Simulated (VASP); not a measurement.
# La (P6_3/mmc) in VASP: a series of runs, part 2 of 2

VASP 6.6.1. The steps go on from the part before.

**4. Electric field gradients, PBEsol**

Contents of INCAR:

```
ALGO = Normal
EDIFF = 1E-7
ENCUT = 520
GGA = PS
ISIF = 2
ISMEAR = -1
LASPH = T
LCHARG = F
LEFG = T
LREAL = F
LWAVE = F
NELM = 80
PREC = Accurate
SIGMA = 0.05
```

Contents of KPOINTS:

```
k-points
0
Gamma
  4 4 2
```

Contents of POSCAR:

```
La
1.0
    3.7500000000      0.0000000000      0.0000000000
   -1.8750000000      3.2475952642      0.0000000000
    0.0000000000      0.0000000000      6.0700000000
La
2
Direct
    0.3333333333      0.6666666667      0.2500000000
    0.6666666667      0.3333333333      0.7500000000
```

Potentials or basis: VASP PAW PBE potentials, release 64 (La).

Started as:

```bash
> cat potpaw_PBE.64/La/POTCAR > POTCAR
> mpirun -np 1 vasp_std > vasp.out
```

OUTCAR:

```text
EDIFF = 1E-7
   ENCUT = 520
   GGA = PS
   ISIF = 2
   ISMEAR = -1
   LASPH = T
   LREAL = F
   NELM = 80
   PREC = Accurate

 ion  position               nearest neighbor table
   1  0.333  0.667  0.250-
   2  0.667  0.333  0.750-

  LATTYP: Found a hexagonal cell.
 ALAT       =     3.7500000000
 C/A-ratio  =     1.6186666667

  Lattice vectors:

 A1 = (   3.7500000000,   0.0000000000,   0.0000000000)
 A2 = (  -1.8750000000,   3.2475952642,   0.0000000000)
 A3 = (   0.0000000000,   0.0000000000,   6.0700000000)

Analysis of symmetry for initial positions (statically):
=====================================================================
 Subroutine PRICEL returns:
 Original cell was already a primitive cell.

 Routine SETGRP: Setting up the symmetry group for a
 hexagonal supercell.

 Subroutine GETGRP returns: Found 24 space group operations
 (whereof 12 operations were pure point group operations)
 out of a pool of 24 trial point group operations.

The static configuration has the point symmetry D_3d.
 The point group associated with its full space group is D_6h.

Analysis of symmetry for dynamics (positions and initial velocities):
=====================================================================
 Subroutine PRICEL returns:
 Original cell was already a primitive cell.

 Routine SETGRP: Setting up the symmetry group for a
 hexagonal supercell.

 Subroutine GETGRP returns: Found 24 space group operations
 (whereof 12 operations were pure point group operations)
 out of a pool of 24 trial point group operations.

The dynamic configuration has the point symmetry D_3d.
 The point group associated with its full space group is D_6h.

 Subroutine INISYM returns: Found 24 space group operations
 (whereof 12 operations are pure point group operations),
 and found     1 'primitive' translations

----------------------------------------------------------------------------------------

                                     Primitive cell

  volume of cell :      73.9234

  direct lattice vectors                    reciprocal lattice vectors
     3.750000000  0.000000000  0.000000000     0.266666667  0.153960072  0.000000000
    -1.875000000  3.247595264  0.000000000     0.000000000  0.307920144  0.000000000
     0.000000000  0.000000000  6.070000000     0.000000000  0.000000000  0.164744646

  length of vectors
     3.750000000  3.750000000  6.070000000     0.307920144  0.307920144  0.164744646

  position of ions in fractional coordinates (direct lattice)
     0.333333333  0.666666667  0.250000000
     0.666666667  0.333333333  0.750000000

  ion indices of the primitive-cell ions
   primitive index   ion index
                 1           1
                 2           2

----------------------------------------------------------------------------------------

 KPOINTS: k-points

[... 66 lines left out ...]
   EFERMI_NEDOS =   21; number of points for ismear=-14 and -15
   IALGO  =     38    algorithm
   IMIX   =      4    mixing-type and parameters
     AMIX     =   0.40;   BMIX     =  1.00
     AMIX_MAG =   1.60;   BMIX_MAG =  1.00
  volume/ion in A,a.u.               =      36.96       249.43
  Fermi-wavevector in a.u.,A,eV,Ry     =   1.093004  2.065478 16.254307  1.194658
  Thomas-Fermi vector in A             =   2.229281
   LORBIT       =      0    0 simple, 1 ext, 2 COOP (PROOUT), +10 PAW based schemes
   GGA     = PS    functional components
   LHFCALC =     F    Hartree Fock is set to
   AEXX    =    0.0000 exact exchange contribution
   IVDW    =     0    specifies the selected vdW correction
   LEPSILON=     F    determine dielectric tensor
   LRPA    =     F    only Hartree local field effects (RPA)
 non-spin polarized calculation
  energy-cutoff  :      520.00
  volume of cell :       73.92
 maximum number of plane-waves:      2004
 NGX is ok and might be reduce to    28
   NGX = 13   NGY = 13   NGZ = 23

 number of electron      21.9999997 magnetization

 Free energy of the ion-electron system (eV)
  ---------------------------------------------------
  ext. energy  EPLUGINS =         0.00000000
  ---------------------------------------------------
  free energy    TOTEN  =       -10.50763877 eV

  energy without entropy =      -10.45342932  energy(sigma->0) =      -10.48053404

 E-fermi :   7.7652     XC(G=0):  -9.7025

 val. band max:        7.7083570364   @ k =   0.2500   0.0000   0.5000
 cond. band min:       7.7916873914   @ k =   0.2500   0.0000   0.0000
 fundamental gap:      0.0833303551
 Fermi energy:         7.7652283573

 k-point     1 :       0.0000    0.0000    0.0000
  band No.  band energies     occupation
      1     -25.0571      2.00000
      2     -24.8498      2.00000
      3      -9.4008      2.00000
      4      -8.1797      2.00000
      5      -8.1797      2.00000
      6      -7.9901      2.00000
      7      -7.9901      2.00000
      8      -7.9549      2.00000
      9       4.5262      2.00000
     10       5.9868      2.00000
     11       8.8714      0.00000
     12       9.0990      0.00000
     13       9.0991      0.00000
     14       9.3549      0.00000
[... 113 lines left out ...]
      2     -24.8247      2.00000
      3      -9.1644      2.00000
      4      -9.1644      2.00000
      5      -8.6383      2.00000
      6      -8.6383      2.00000
      7      -8.2317      2.00000
      8      -8.2317      2.00000
      9       6.7646      2.00000
     10       6.7646      2.00000
     11       7.8994      0.12799
     12       7.8994      0.12799
     13       8.5438      0.00000
     14       8.5438      0.00000
     15       9.1220      0.00000

------------------------ aborting loop because EDIFF is reached ----------------------------------------

  FORCE on cell =-STRESS in cart. coord.  units (eV):
  Direction    XX          YY          ZZ          XY          YZ          ZX
  --------------------------------------------------------------------------------------
  -------------------------------------------------------------------------------------
  Total       -0.2222753     -0.2222753     -0.8275099     -0.0000000      0.0000000      0.0000000
  in kB       -4.8174802     -4.8174802    -17.9350234     -0.0000000      0.0000000      0.0000000
  external PRESSURE =      -9.1899946 kB  Pullay stress =       0.0000000 kB

 VOLUME and BASIS-vectors are now :
 -----------------------------------------------------------------------------
  energy-cutoff  :      520.00
  volume of cell :       73.92
      direct lattice vectors                 reciprocal lattice vectors
     3.750000000  0.000000000  0.000000000     0.266666667  0.153960072  0.000000000
    -1.875000000  3.247595264  0.000000000     0.000000000  0.307920144  0.000000000
     0.000000000  0.000000000  6.070000000     0.000000000  0.000000000  0.164744646

 POSITION                                       TOTAL-FORCE (eV/Angst)
 -----------------------------------------------------------------------------------
     -0.00000      2.16506      1.51750        -0.000000      0.000000      0.000000
      1.87500      1.08253      4.55250         0.000000     -0.000000      0.000000
 -----------------------------------------------------------------------------------
    total drift:                                0.000000     -0.000000      0.000000

  FREE ENERGIE OF THE ION-ELECTRON SYSTEM (eV)
  ---------------------------------------------------
  free  energy   TOTEN  =       -10.5076387726 eV

  energy  without entropy=      -10.4534293154  energy(sigma->0) =      -10.48053404

 Electric field gradients (V/A^2)
---------------------------------------------------------------------
 ion       V_xx      V_yy      V_zz      V_xy      V_xz      V_yz
---------------------------------------------------------------------
   1     -21.671   -21.670    43.341     0.001    -0.000     0.000
   2     -21.671   -21.670    43.341     0.001     0.000    -0.000
---------------------------------------------------------------------

 Electric field gradients after diagonalization (V/A^2)
 (convention: |V_zz| > |V_xx| > |V_yy|)
----------------------------------------------------------------------
 ion       V_xx      V_yy      V_zz     asymmetry (V_yy - V_xx)/ V_zz
----------------------------------------------------------------------
   1     -21.671   -21.670    43.341       0.000
   2     -21.671   -21.670    43.341       0.000
----------------------------------------------------------------------

           NMR quadrupolar parameters

 Cq : quadrupolar parameter    Cq=e*Q*V_zz/h
 eta: asymmetry parameters     (V_yy - V_xx)/ V_zz
 Q  : nuclear electric quadrupole moment in mb (millibarn)
----------------------------------------------------------------------
 ion       Cq(MHz)       eta       Q (mb)
----------------------------------------------------------------------
   1       0.105       0.000       1.000
   2       0.105       0.000       1.000
----------------------------------------------------------------------
```

OSZICAR:

```text
N       E                     dE             d eps       ncg     rms          rms(c)
DAV:   1     0.249735214407E+03    0.24974E+03   -0.81082E+03   240   0.199E+03
DAV:   2     0.276003858876E+02   -0.22213E+03   -0.22043E+03   368   0.352E+02
DAV:   3    -0.611227565743E+01   -0.33713E+02   -0.33451E+02   424   0.159E+02
DAV:   4    -0.101599754794E+02   -0.40477E+01   -0.40166E+01   480   0.484E+01
DAV:   5    -0.105215558736E+02   -0.36158E+00   -0.35980E+00   416   0.134E+01    0.306E+00
DAV:   6    -0.105260543605E+02   -0.44985E-02   -0.46900E-01   480   0.569E+00    0.156E+00
DAV:   7    -0.105090843011E+02    0.16970E-01   -0.38168E-02   424   0.154E+00    0.455E-01
DAV:   8    -0.105075462054E+02    0.15381E-02   -0.44057E-03   480   0.590E-01    0.623E-02
DAV:   9    -0.105076013835E+02   -0.55178E-04   -0.50678E-04   464   0.176E-01    0.360E-02
DAV:  10    -0.105076163914E+02   -0.15008E-04   -0.55946E-05   466   0.518E-02    0.324E-02
DAV:  11    -0.105076334033E+02   -0.17012E-04   -0.46133E-05   416   0.633E-02    0.116E-02
DAV:  12    -0.105076381543E+02   -0.47510E-05   -0.12631E-05   456   0.299E-02    0.351E-03
DAV:  13    -0.105076385375E+02   -0.38323E-06   -0.27229E-06   480   0.120E-02    0.121E-03
DAV:  14    -0.105076387419E+02   -0.20435E-06   -0.20718E-07   288   0.455E-03    0.243E-04
DAV:  15    -0.105076387726E+02   -0.30745E-07   -0.24321E-08   288   0.457E-03
   1 F= -.10507639E+02 E0= -.10480534E+02  d E =-.542095E-01
```

stdout:

```text
POSCAR found type information on POSCAR La
 POSCAR found :  1 types and       2 ions
 scaLAPACK will be used
 -----------------------------------------------------------------------------
|                                                                             |
|                                                                             |
|     You enforced a specific xc type in the INCAR file but a different       |
|     I HOPE YOU KNOW WHAT YOU ARE DOING!                                     |
|                                                                             |
 -----------------------------------------------------------------------------

 LDA part: xc-table for (Slater+PW92), standard interpolation
 POSCAR, INCAR and KPOINTS ok, starting setup
 FFT: planning ... GRIDC
 FFT: planning ... GRID_SOFT
 FFT: planning ... GRID
 WAVECAR not read
 entering main loop
ion   1

ion   2
```

Wall time 21 s (1 thread of Intel Xeon Platinum 8375C at 2.90GHz (Ice Lake), shared host); peak memory 0.18 GiB.

Results:

* Free energy: -10.5076 eV
* Pressure: -0.9 GPa
* Band gap on the k mesh: none (metal or under the smearing width)

Electric field gradients, principal values (V/Å²):
| atom | Vxx | Vyy | Vzz |
| --- | --- | --- | --- |
| 1 La | -21.670 | -21.671 | 43.341 |
| 2 La | -21.670 | -21.671 | 43.341 |

Caveat: the k mesh is coarse (spacing up to 0.52 Å⁻¹), so the values aren't converged; the PAW data sets were made with another functional, which shifts forces and pressure a little.

**5. Electric field gradients, PBEsol**

Changes to INCAR since step 4:

```diff
@@ -2,3 +2,3 @@
 EDIFF = 1E-7
-ENCUT = 520
+ENCUT = 300
 GGA = PS
```

Contents of KPOINTS:

```
k-points
0
Gamma
  10 10 6
```

POSCAR is that of step 4.

Potentials or basis: VASP PAW PBE potentials, release 64 (La).

Started as:

```bash
> cat potpaw_PBE.64/La/POTCAR > POTCAR
> mpirun -np 1 vasp_std > vasp.out
```

OUTCAR:

```text
EDIFF = 1E-7
   ENCUT = 300
   GGA = PS
   ISIF = 2
   ISMEAR = -1
   LASPH = T
   LREAL = F
   NELM = 80
   PREC = Accurate

 ion  position               nearest neighbor table
   1  0.333  0.667  0.250-
   2  0.667  0.333  0.750-

  LATTYP: Found a hexagonal cell.
 ALAT       =     3.7500000000
 C/A-ratio  =     1.6186666667

  Lattice vectors:

 A1 = (   3.7500000000,   0.0000000000,   0.0000000000)
 A2 = (  -1.8750000000,   3.2475952642,   0.0000000000)
 A3 = (   0.0000000000,   0.0000000000,   6.0700000000)

Analysis of symmetry for initial positions (statically):
=====================================================================
 Subroutine PRICEL returns:
 Original cell was already a primitive cell.

 Routine SETGRP: Setting up the symmetry group for a
 hexagonal supercell.

[... 622 lines left out ...]
  energy-cutoff  :      300.00
  volume of cell :       73.92
      direct lattice vectors                 reciprocal lattice vectors
     3.750000000  0.000000000  0.000000000     0.266666667  0.153960072  0.000000000
    -1.875000000  3.247595264  0.000000000     0.000000000  0.307920144  0.000000000
     0.000000000  0.000000000  6.070000000     0.000000000  0.000000000  0.164744646

 POSITION                                       TOTAL-FORCE (eV/Angst)
 -----------------------------------------------------------------------------------
     -0.00000      2.16506      1.51750        -0.000000      0.000000      0.000000
      1.87500      1.08253      4.55250         0.000000     -0.000000      0.000000
 -----------------------------------------------------------------------------------
    total drift:                                0.000000     -0.000000      0.000000

  FREE ENERGIE OF THE ION-ELECTRON SYSTEM (eV)
  ---------------------------------------------------
  free  energy   TOTEN  =       -10.6150580404 eV

  energy  without entropy=      -10.5836201782  energy(sigma->0) =      -10.59933911

 Electric field gradients (V/A^2)
---------------------------------------------------------------------
 ion       V_xx      V_yy      V_zz      V_xy      V_xz      V_yz
---------------------------------------------------------------------
   1      -2.866    -2.865     5.731     0.001    -0.000     0.000
   2      -2.866    -2.865     5.731     0.001     0.000    -0.000
---------------------------------------------------------------------

 Electric field gradients after diagonalization (V/A^2)
 (convention: |V_zz| > |V_xx| > |V_yy|)
----------------------------------------------------------------------
 ion       V_xx      V_yy      V_zz     asymmetry (V_yy - V_xx)/ V_zz
----------------------------------------------------------------------
   1      -2.866    -2.864     5.731       0.000
   2      -2.866    -2.864     5.731       0.000
----------------------------------------------------------------------

           NMR quadrupolar parameters

 Cq : quadrupolar parameter    Cq=e*Q*V_zz/h
 eta: asymmetry parameters     (V_yy - V_xx)/ V_zz
 Q  : nuclear electric quadrupole moment in mb (millibarn)
----------------------------------------------------------------------
 ion       Cq(MHz)       eta       Q (mb)
----------------------------------------------------------------------
   1       0.014       0.000       1.000
   2       0.014       0.000       1.000
----------------------------------------------------------------------
```

Wall time 36 s (1 thread of Intel Xeon Platinum 8375C at 2.90GHz (Ice Lake), shared host); peak memory 0.17 GiB.

What came out:

| Quantity | Value |
| --- | --- |
| Free energy | -10.6151 eV |
| Pressure | -1.8 GPa |
| Band gap on the k mesh | none (metal or under the smearing width) |

Electric field gradients, principal values (V/Å²):
| atom | Vxx | Vyy | Vzz |
| --- | --- | --- | --- |
| 1 La | -2.864 | -2.866 | 5.731 |
| 2 La | -2.864 | -2.866 | 5.731 |

Caveat: the PAW data sets were made with another functional, which shifts forces and pressure a little. Spin-orbit coupling is left out, which matters for the levels of La.

**6. The runs side by side**

| level | potentials or basis | k mesh | cutoff (eV) | mesh quality | gap on the mesh (eV) | pressure (GPa) |
| --- | --- | --- | --- | --- | --- | --- |
| PBEsol | VASP PAW PBE potentials, release 64 (La) | 10 × 10 × 6 | 520 | not flagged | none | -1.7 |
| LDA | VASP PAW LDA potentials, release 64 (La) | 4 × 4 × 2 | 300 | coarse | none | -2.5 |
| PBEsol | VASP PAW PBE potentials, release 64 (La) | 4 × 4 × 2 | 520 | coarse | none | -0.9 |
| PBEsol | VASP PAW PBE potentials, release 64 (La) | 10 × 10 × 6 | 300 | not flagged | none | -1.8 |

Alike in all rows: task electric field gradients; no spin polarisation; cell as given; smearing fermi-dirac 0.05 eV.

Caveats: some runs use coarse meshes; the PAW data sets were made with another functional, which shifts forces and pressure a little (some runs).

Absolute energies hang on the potentials; compare differences alone.
